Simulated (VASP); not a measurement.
# Al2O3 (P-3m1) in VASP: a series of runs

One crystal, Al2O3, is run at these levels: PBE+D3(BJ), PBE; tasks: relaxation of cell and atoms.

Program: VASP 6.6.1. These are calculated values, not measurements. Logs are shortened: lines on timing, memory, paths and dates and some standing lists are left out, and cuts for length are marked.

## (1) The structure

The structure is trigonal, space group P-3m1 (No. 164). Conventional cell: a = 3.017 Å, b = 3.017 Å, c = 7.575 Å, α = 90.00°, β = 90.00°, γ = 120.00°. Around Al (site symmetry 3m) lie 4 O at 1.68 to 1.84 Å. O (site symmetry -3m) has 2 Al at 1.68 Å as nearest neighbours. Around O (site symmetry 3m) lie 3 Al at 1.84 Å.

Measurements of this composition are mostly on another form, of space group No. 167.

## (2) Relaxation of cell and atoms, PBE+D3(BJ), target pressure 1 GPa, at which the enthalpy is minimised

Input file INCAR:

```
  PREC = Accurate
  ENCUT = 480
  EDIFF = 1E-7
  ISMEAR = -1
  SIGMA = 0.02
  LREAL = False
  LASPH = True
  NELM = 80
  ALGO = Normal
  ISIF = 3
  LWAVE = False
  LCHARG = False
  GGA = PE
  IVDW = 12
  IBRION = 2
  NSW = 40
  EDIFFG = 1E-4
  KSPACING = 0.25
  PSTRESS = 10
```

Input file POSCAR:

```
Al2O3
1.0
    3.0174825440      0.0000000000      0.0000000000
   -1.5087412720      2.6132165386      0.0000000000
    0.0000000000      0.0000000000      7.5746360022
Al O
2 3
Cartesian
    0.0000000000      0.0000000000      5.4692583508
    0.0000000000      0.0000000000      2.1053776514
    0.0000000000      0.0000000000      3.7873180011
    1.5087412722      0.8710721794      6.0638445530
   -0.0000000002      1.7421443592      1.5107914492
```

Potentials or basis: VASP PAW PBE potentials, release 64 (Al, O_s).

The run is started by

```console
> cat potpaw_PBE.64/Al/POTCAR potpaw_PBE.64/O_s/POTCAR > POTCAR
> mpirun -np 1 vasp_std > vasp.out
```

OUTCAR:

```text
PREC = Accurate
   ENCUT = 480
   EDIFF = 1E-7
   ISMEAR = -1
   LREAL = False
   LASPH = True
   NELM = 80
   ISIF = 3
   GGA = PE
   IVDW = 12
   IBRION = 2
   NSW = 40
   EDIFFG = 1E-4
   PSTRESS = 10
 IVDW          = 12

 ion  position               nearest neighbor table
   1  0.000  0.000  0.722-   3 1.68   4 1.84   4 1.84   4 1.84   2 3.36
   2  0.000  0.000  0.278-   3 1.68   5 1.84   5 1.84   5 1.84   1 3.36
   3  0.000  0.000  0.500-   1 1.68   2 1.68
   4  0.667  0.333  0.801-   1 1.84   1 1.84   1 1.84
   5  0.333  0.667  0.199-   2 1.84   2 1.84   2 1.84

  LATTYP: Found a hexagonal cell.
 ALAT       =     3.0174825440
 C/A-ratio  =     2.5102501478

  Lattice vectors:

 A1 = (   3.0174825440,   0.0000000000,   0.0000000000)
 A2 = (  -1.5087412720,   2.6132165386,   0.0000000000)
 A3 = (   0.0000000000,   0.0000000000,   7.5746360022)

Analysis of symmetry for initial positions (statically):
=====================================================================
 Subroutine PRICEL returns:
 Original cell was already a primitive cell.

 Routine SETGRP: Setting up the symmetry group for a
 hexagonal supercell.

 Subroutine GETGRP returns: Found 12 space group operations
 (whereof 12 operations were pure point group operations)
 out of a pool of 24 trial point group operations.

The static configuration has the point symmetry D_3d.

Analysis of symmetry for dynamics (positions and initial velocities):
=====================================================================
 Subroutine PRICEL returns:
 Original cell was already a primitive cell.

 Routine SETGRP: Setting up the symmetry group for a
 hexagonal supercell.

 Subroutine GETGRP returns: Found 12 space group operations
 (whereof 12 operations were pure point group operations)
 out of a pool of 24 trial point group operations.

The dynamic configuration has the point symmetry D_3d.

 Subroutine INISYM returns: Found 12 space group operations
 (whereof 12 operations are pure point group operations),
 and found     1 'primitive' translations

----------------------------------------------------------------------------------------

                                     Primitive cell

  volume of cell :      59.7285

  direct lattice vectors                    reciprocal lattice vectors
     3.017482544  0.000000000  0.000000000     0.331402083  0.191335082  0.000000000
    -1.508741272  2.613216539  0.000000000     0.000000000  0.382670163  0.000000000
     0.000000000  0.000000000  7.574636002     0.000000000  0.000000000  0.132019545

  length of vectors
     3.017482544  3.017482544  7.574636002     0.382670163  0.382670163  0.132019545

  position of ions in fractional coordinates (direct lattice)
     0.000000000  0.000000000  0.722049000
     0.000000000  0.000000000  0.277951000
     0.000000000  0.000000000  0.500000000
     0.666666667  0.333333333  0.800546000
     0.333333333  0.666666667  0.199454000

  ion indices of the primitive-cell ions
   primitive index   ion index
                 1           1
                 2           2
                 3           3
                 4           4
                 5           5

----------------------------------------------------------------------------------------

Automatic generation of k-mesh.
 Grid dimensions derived from KSPACING:
 generate k-points for:   10   10    4

 Generating k-lattice:

  Cartesian coordinates                     Fractional coordinates (reciprocal lattice)
     0.033140208  0.019133508  0.000000000     0.100000000  0.000000000  0.000000000
     0.000000000  0.038267016  0.000000000     0.000000000  0.100000000  0.000000000
     0.000000000  0.000000000  0.033004886     0.000000000  0.000000000  0.250000000

  Length of vectors
     0.038267016  0.038267016  0.033004886

  Shift w.r.t. Gamma in fractional coordinates (k-lattice)
     0.000000000  0.000000000  0.000000000

 Subroutine IBZKPT returns following result:
 ===========================================

 Found     50 irreducible k-points:

 Following reciprocal coordinates:
            Coordinates               Weight
  0.000000  0.000000  0.000000      1.000000
  0.100000  0.000000  0.000000      6.000000
  0.200000  0.000000  0.000000      6.000000
  0.300000  0.000000  0.000000      6.000000
  0.400000 -0.000000  0.000000      6.000000
  0.500000  0.000000  0.000000      3.000000
[... 16 lines left out ...]
  0.000000  0.400000  0.250000      6.000000
  0.500000  0.000000  0.250000      6.000000
 [... further k-points ...]
   k-points           NKPTS =     50   k-points in BZ     NKDIM =     50   number of bands    NBANDS=     16
   number of dos      NEDOS =    301   number of ions     NIONS =      5
   total plane-waves  NPLWV =  31104
   dimension x,y,z NGX =    24 NGY =   24 NGZ =   54
   dimension x,y,z NGXF=    48 NGYF=   48 NGZF=  108
   ions per type =               2   3
   NGX,Y,Z   is equivalent  to a cutoff of  13.22, 13.22, 11.85 a.u.
   NGXF,Y,Z  is equivalent  to a cutoff of  26.45, 26.45, 23.70 a.u.
 SYSTEM =  unknown system
   PREC   = accura    normal or accurate (medium, high low for compatibility)
   ISTART =      0    job   : 0-new  1-cont  2-samecut
   ICHARG =      2    charge: 1-file 2-atom 10-const
   ISPIN  =      1    spin polarized calculation?
   LNONCOLLINEAR =      F non collinear calculations
   LSORBIT =      F    spin-orbit coupling
   LASPH  =      T    aspherical Exc in radial PAW
   ENCUT  =  480.0 eV  35.28 Ry    5.94 a.u.   5.39  5.39 13.53*2*pi/ulx,y,z
   NELM   =     80;   NELMIN=  2; NELMDL= -5     # of ELM steps
   EDIFF  = 0.1E-06   stopping-criterion for ELM
   LREAL  =      F    real-space projection
   EDIFFG = 0.1E-03   stopping-criterion for IOM
   NSW    =     40    number of steps for IOM
   IBRION =      2    ionic relax: 0-MD 1-quasi-New 2-CG
   NFREE  =      1    steps in history (QN), initial steepest desc. (CG)
   ISIF   =      3    stress and relaxation
   ISYM   =      2    0-nonsym 1-usesym 2-fastsym
   POTIM  = 0.5000    time-step for ionic-motion
   TEBEG  =    0.0;   TEEND  =   0.0 temperature during run
   PSTRESS=   10.0 pullay stress
   NELECT =      24.0000    total number of electrons
   NUPDOWN=      -1.0000    fix difference up-down
   EMIN   =  10.00;   EMAX   =-10.00  energy-range for DOS
   EFERMI =   0.00;   METHOD = LEGACY
   ISMEAR =    -1;   SIGMA  =   0.02  broadening in eV -4-tet -1-fermi 0-gaus
   EFERMI_NEDOS =   21; number of points for ismear=-14 and -15
   IALGO  =     38    algorithm
   IMIX   =      4    mixing-type and parameters
     AMIX     =   0.40;   BMIX     =  1.00
     AMIX_MAG =   1.60;   BMIX_MAG =  1.00
  volume/ion in A,a.u.               =      11.95        80.61
  Fermi-wavevector in a.u.,A,eV,Ry     =   1.208049  2.282882 19.856107  1.459383
  Thomas-Fermi vector in A             =   2.343669
   LORBIT       =      0    0 simple, 1 ext, 2 COOP (PROOUT), +10 PAW based schemes
   GGA     = PE    functional components
   LHFCALC =     F    Hartree Fock is set to
   AEXX    =    0.0000 exact exchange contribution
   IVDW    =    12    specifies the selected vdW correction
   LEPSILON=     F    determine dielectric tensor
   LRPA    =     F    only Hartree local field effects (RPA)
 conjugate gradient relaxation of ions
 non-spin polarized calculation
  energy-cutoff  :      480.00
  volume of cell :       59.73
 maximum number of plane-waves:      1468
 NGX is ok and might be reduce to    24
   NGX = 11   NGY = 11   NGZ = 27

--------------------------------------- Ionic step        1  -------------------------------------------

 number of electron      24.0000000 magnetization

 Free energy of the ion-electron system (eV)
  ---------------------------------------------------
  ext. energy  EPLUGINS =         0.00000000
  ---------------------------------------------------
  free energy    TOTEN  =       -36.15248974 eV

  energy without entropy =      -36.15248974  energy(sigma->0) =      -36.15248974

------------------------ aborting loop because EDIFF is reached ----------------------------------------

 Edisp (eV)   -0.83928

 E8    (eV) :    -0.3175

  FORCE on cell =-STRESS in cart. coord.  units (eV):
  Direction    XX          YY          ZZ          XY          YZ          ZX
  --------------------------------------------------------------------------------------
  -------------------------------------------------------------------------------------
  Total      -1.09513    -1.09513    -1.06942     0.00000     0.00000     0.00000
  in kB     -29.37615   -29.37615   -28.68637     0.00000     0.00000     0.00000
  external pressure =      -39.15 kB  Pullay stress =       10.00 kB
[... 110 lines left out ...]
  FREE ENERGIE OF THE ION-ELECTRON SYSTEM (eV)
  ---------------------------------------------------
  free  energy   TOTEN  =       -37.0004379050 eV

  energy  without entropy=      -37.0004379049  energy(sigma->0) =      -37.00043790

  enthalpy is  TOTEN    =       -36.6357782939 eV   P V=        0.3646596111

 E-fermi :   5.1650     XC(G=0):  -9.9935

 val. band max:        4.6654257924   @ k =   0.0000   0.0000   0.0000
 cond. band min:       7.0455013807   @ k =   0.0000   0.0000   0.0000
 fundamental gap:      2.3800755883
 Fermi energy:         5.1650471231

 k-point     1 :       0.0000    0.0000    0.0000
  band No.  band energies     occupation
      1     -15.1825      2.00000
      2     -14.9301      2.00000
      3     -12.2811      2.00000
      4      -1.2511      2.00000
      5      -0.0924      2.00000
      6       0.7913      2.00000
[... 8 lines left out ...]
     15      12.2265      0.00000
     16      15.4127      0.00000
[... 420 lines left out ...]
  band No.  band energies     occupation
      1     -14.1923      2.00000
      2     -14.1502      2.00000
      3     -11.8295      2.00000
      4      -2.8521      2.00000
      5      -2.4599      2.00000
      6       0.1143      2.00000
[... 8 lines left out ...]
     15      12.9759      0.00000
     16      13.5335      0.00000

 [... further k-points ...]

[... ionic steps 4 to 13 ...]

--------------------------------------- Ionic step       14  -------------------------------------------

 number of electron      24.0000012 magnetization

------------------------ aborting loop because EDIFF is reached ----------------------------------------

 Edisp (eV)   -0.88687

 E8    (eV) :    -0.3361
[... 79 lines left out ...]
  enthalpy is  TOTEN    =       -36.6491002575 eV   P V=        0.3536146730

--------------------------------------- Ionic step       16  -------------------------------------------

 number of electron      24.0000012 magnetization

 Free energy of the ion-electron system (eV)
  ---------------------------------------------------
  ext. energy  EPLUGINS =         0.00000000
  ---------------------------------------------------
  free energy    TOTEN  =       -36.11548239 eV

  energy without entropy =      -36.11548239  energy(sigma->0) =      -36.11548239

 E-fermi :   5.1754     XC(G=0): -10.0066

 val. band max:        4.6702092311   @ k =   0.0000   0.0000   0.0000
 cond. band min:       7.0762390966   @ k =   0.0000   0.0000   0.0000
 fundamental gap:      2.4060298654
 Fermi energy:         5.1754287952

 k-point     1 :       0.0000    0.0000    0.0000
  band No.  band energies     occupation
      1     -15.1628      2.00000
      2     -14.9061      2.00000
      3     -12.2828      2.00000
      4      -1.2463      2.00000
      5      -0.0803      2.00000
      6       0.8250      2.00000
[... 8 lines left out ...]
     15      12.2509      0.00000
     16      15.4183      0.00000
[... 420 lines left out ...]
  band No.  band energies     occupation
      1     -14.1676      2.00000
      2     -14.1244      2.00000
      3     -11.8283      2.00000
      4      -2.8290      2.00000
      5      -2.4352      2.00000
      6       0.1452      2.00000
[... 8 lines left out ...]
     15      13.0068      0.00000
     16      13.5777      0.00000

 [... further k-points ...]

------------------------ aborting loop because EDIFF is reached ----------------------------------------

 Edisp (eV)   -0.88726

 E8    (eV) :    -0.3363

  FORCE on cell =-STRESS in cart. coord.  units (eV):
  Direction    XX          YY          ZZ          XY          YZ          ZX
  --------------------------------------------------------------------------------------
  -------------------------------------------------------------------------------------
  Total       0.31289     0.31289     0.38183     0.00000     0.00000     0.00000
  in kB       8.84781     8.84781    10.79710     0.00000     0.00000     0.00000
  external pressure =       -0.50 kB  Pullay stress =       10.00 kB
[... 20 lines left out ...]
  FREE ENERGIE OF THE ION-ELECTRON SYSTEM (eV)
  ---------------------------------------------------
  free  energy   TOTEN  =       -37.0027393353 eV

  energy  without entropy=      -37.0027393353  energy(sigma->0) =      -37.00273934

  enthalpy is  TOTEN    =       -36.6491011513 eV   P V=        0.3536381841

 reached required accuracy - stopping structural energy minimisation
```

Wall time 4.1 min (1 thread of AMD EPYC 9R45 (Zen 5), shared host); peak memory 0.18 GiB.

What came out:

| Quantity | Value |
| --- | --- |
| Free energy | -37.0027 eV |
| Relaxed volume | 11.33 Å³/atom |
| Relaxed cell | a = 2.993 Å, b = 2.993 Å, c = 7.305 Å, α = 90.00°, β = 90.00°, γ = 120.00° |
| Space group after relaxing (to 0.05 Å) | P-3m1 (No. 164) |
| Energy change on relaxing (the enthalpy is what falls) | -2.2 meV/atom |
| Ionic steps | 16 |
| Pressure after relaxing | 0.9 GPa |
| Largest force after relaxing | 0.017 eV/Å |
| Band gap on the k mesh | 2.41 eV, direct |
| Dispersion energy per atom | -0.177 eV |

Forces in eV/Å, atoms in the order of the input:
```
Al   0.000  0.000  0.002
Al   0.000  0.000 -0.002
O    0.000  0.000  0.000
O    0.000  0.000  0.017
O    0.000  0.000 -0.017
```

Step by step:
| step | energy change (eV) | largest force (eV/Å) | pressure (GPa) | volume (Å³) |
| --- | --- | --- | --- | --- |
| 1 | 0.0000 | 0.1386 | -2.91 | 59.73 |
| 2 | 0.0135 | 0.3576 | 4.78 | 57.24 |
| 3 | -0.0087 | 0.1684 | 0.91 | 58.42 |
| 4 | -0.0070 | 0.2337 | 0.90 | 58.22 |
| 5 | -0.0090 | 0.1194 | 0.90 | 58.33 |
| 6 | -0.0096 | 0.0830 | 0.91 | 58.20 |
| 7 | -0.0095 | 0.0989 | 0.97 | 57.83 |
| 8 | -0.0103 | 0.1016 | 0.99 | 57.74 |
| 9 | -0.0117 | 0.1112 | 1.04 | 57.48 |
| 10 | -0.0111 | 0.1368 | 1.21 | 56.95 |
| 11 | -0.0114 | 0.0689 | 1.01 | 56.87 |
| 12 | -0.0113 | 0.0801 | 0.86 | 56.82 |
| 13 | -0.0113 | 0.0632 | 0.85 | 56.78 |
| 14 | -0.0111 | 0.0321 | 0.84 | 56.68 |
| 15 | -0.0109 | 0.0167 | 0.97 | 56.66 |
| 16 | -0.0110 | 0.0170 | 0.95 | 56.66 |

Final structure:
```xyz
5
Lattice="2.9928 0.0000 0.0000 -1.4964 2.5918 0.0000 0.0000 0.0000 7.3046" Properties=species:S:1:pos:R:3 pbc="T T T"
Al    0.0000    0.0000    5.3256
Al    2.9928    0.0000    1.9790
O     0.0000    0.0000    3.6523
O     1.4964    0.8639    5.9149
O     0.0000    1.7279    1.3897
```

Caveat: the cell is relaxed towards a set pressure, so the enthalpy falls and the energy may rise.

## (3) Relaxation of cell and atoms, PBE

Input file INCAR:

```
  PREC = Accurate
  ENCUT = 600
  EDIFF = 1E-6
  ISMEAR = -1
  SIGMA = 0.05
  LREAL = False
  LASPH = True
  NELM = 100
  ALGO = Fast
  ISIF = 3
  LWAVE = False
  LCHARG = False
  GGA = PE
  IBRION = 2
  NSW = 60
  EDIFFG = -0.005
  PSTRESS = 0
```

Input file KPOINTS:

```
regular mesh
0
Gamma
  7 7 3
```

Input file POSCAR:

```
Al2O3
1.0
    3.0174825440      0.0000000000      0.0000000000
   -1.5087412720      2.6132165386      0.0000000000
    0.0000000000      0.0000000000      7.5746360022
Al O
2 3
Direct
    0.0000000000      0.0000000000      0.7220490000
    0.0000000000      0.0000000000      0.2779510000
    0.0000000000      0.0000000000      0.5000000000
    0.6666666667      0.3333333333      0.8005460000
    0.3333333333      0.6666666667      0.1994540000
```

Potentials or basis: VASP PAW PBE potentials, release 64 (Al, O).

The run is started by

```console
> cat potpaw_PBE.64/Al/POTCAR potpaw_PBE.64/O/POTCAR > POTCAR
> mpirun -np 1 vasp_std > vasp.out
```

Wall time 3.5 min (1 thread of Intel Xeon Platinum 8488C (Sapphire Rapids), shared host); peak memory 0.19 GiB.

The run converged. Its results:

```yaml
Free_energy: -36.2162 eV
Relaxed_volume: 12.69 Å³/atom
Relaxed_cell: a = 3.011 Å, b = 3.011 Å, c = 8.079 Å, α = 90.00°, β = 90.00°, γ = 120.00°
Space_group_after_relaxing_to_0.05_Å: P-3m1 (No. 164)
Energy_gained_by_relaxing: 3.0 meV/atom
Ionic_steps: 22
Pressure_after_relaxing: 0.0 GPa
Largest_force_after_relaxing: 0.005 eV/Å
Band_gap_on_the_k_mesh: 2.36 eV, direct
```

Forces in eV/Å, atoms in the order of the input:
```
Al   0.000  0.000 -0.005
Al   0.000  0.000  0.005
O    0.000  0.000  0.000
O    0.000  0.000 -0.001
O    0.000  0.000  0.001
```

The path:
| step | energy change (eV) | largest force (eV/Å) | pressure (GPa) | volume (Å³) |
| --- | --- | --- | --- | --- |
| 1 | 0.0000 | 0.0913 | -0.78 | 59.73 |
| 2 | -0.0007 | 0.0528 | 0.94 | 59.23 |
| 3 | -0.0012 | 0.0460 | 0.28 | 59.42 |
| 4 | -0.0018 | 0.1213 | 0.30 | 59.44 |
| 5 | -0.0018 | 0.1292 | 0.31 | 59.44 |
| 6 | -0.0022 | 0.1178 | 0.31 | 59.49 |
| 7 | -0.0033 | 0.0830 | 0.25 | 59.63 |
| 8 | -0.0049 | 0.0919 | 0.25 | 59.90 |
| 9 | -0.0061 | 0.1860 | 0.19 | 60.44 |
| 10 | -0.0066 | 0.1790 | 0.13 | 60.53 |
| 11 | -0.0081 | 0.1568 | 0.06 | 60.79 |
| 12 | -0.0102 | 0.1126 | -0.10 | 61.33 |
| 13 | -0.0118 | 0.2353 | -0.36 | 62.41 |
| 14 | -0.0128 | 0.1912 | -0.29 | 62.58 |
| 15 | -0.0145 | 0.0543 | -0.04 | 63.09 |
| 16 | -0.0147 | 0.0155 | 0.09 | 63.35 |
| 17 | -0.0147 | 0.0101 | 0.06 | 63.33 |
| 18 | -0.0147 | 0.0220 | 0.01 | 63.21 |
| 19 | -0.0147 | 0.0054 | 0.03 | 63.29 |
| 20 | -0.0147 | 0.0052 | 0.04 | 63.31 |
| 21 | -0.0147 | 0.0021 | 0.04 | 63.35 |
| 22 | -0.0148 | 0.0049 | -0.04 | 63.45 |

Final structure:
```cif
data_structure
_symmetry_space_group_name_H-M 'P 1'
_symmetry_Int_Tables_number 1
_cell_length_a 3.0115
_cell_length_b 3.0115
_cell_length_c 8.0785
_cell_angle_alpha 90.000
_cell_angle_beta 90.000
_cell_angle_gamma 120.000
_cell_volume 63.45
loop_
_atom_site_label
_atom_site_type_symbol
_atom_site_fract_x
_atom_site_fract_y
_atom_site_fract_z
_atom_site_occupancy
Al1 Al 0.00000 0.00000 0.70784 1
Al2 Al 0.00000 0.00000 0.29216 1
O1 O 0.00000 0.00000 0.50000 1
O2 O 0.66667 0.33333 0.78126 1
O3 O 0.33333 0.66667 0.21874 1
```

Levels at points of the mesh, in eV from the valence-band top:
```
           k point  band 10  band 11  band 12  band 13  band 14  band 15
(0.00, 0.00, 0.00)    -2.55     0.00     0.00     2.36     4.11     7.02
```

Caveat: an odd mesh through Γ misses points on the zone boundary, where band edges often lie. Expect the measured gap to be larger: semilocal functionals such as PBE lack the derivative discontinuity.

(Part 1 of 2 ends here.)
